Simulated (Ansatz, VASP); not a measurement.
One calculation of Ni, two programs

```
CELL_PARAMETERS angstrom
0.00000 1.73157 1.73157
1.73157 0.00000 1.73157
1.73157 1.73157 0.00000
ATOMIC_POSITIONS crystal
Ni 0.00000 0.00000 0.00000
```

Alike in both runs: functional PBEsol; k mesh 20 × 20 × 20; occupations gaussian, width 0.1 eV; collinear spin.

Ansatz relaxed the structure, and its values are those at the end. VASP's run is a single point on that final structure, the one shown.

|  | VASP | Ansatz |
| --- | --- | --- |
| version | VASP 6.6.1 | Ansatz 0.2.0 |
| potentials or method | VASP PAW PBE potentials, release 64 (Ni) | scalar-relativistic, plane waves, PAW |
| plane-wave cutoff (eV) | 520 | 420 |
| valence electrons in the cell | 10 | 18 |

VASP gave:

- gap on the k mesh at the Fermi level (eV): none
- pressure (GPa): -0.1
- net moment per atom (μB): 0.62
- size of the moment on the site where the two differ most (μB): 0.63

Problem. Which values does Ansatz return?

Solution. gap on the k mesh at the Fermi level (eV): none; pressure (GPa): 0.0; net moment per atom (μB): 0.63; size of the moment on the site where the two differ most (μB): 0.67.

Site moments also hang on the region over which each program counts them. A gap of «none» marks a metal or a gap that the smearing closes. The functional is the same, so the differences come from potentials, cutoffs and numerics. The two sets of potentials don't hold the same shells in valence.

Caveats: the PAW data sets were made with another functional, which shifts forces and pressure a little (VASP).
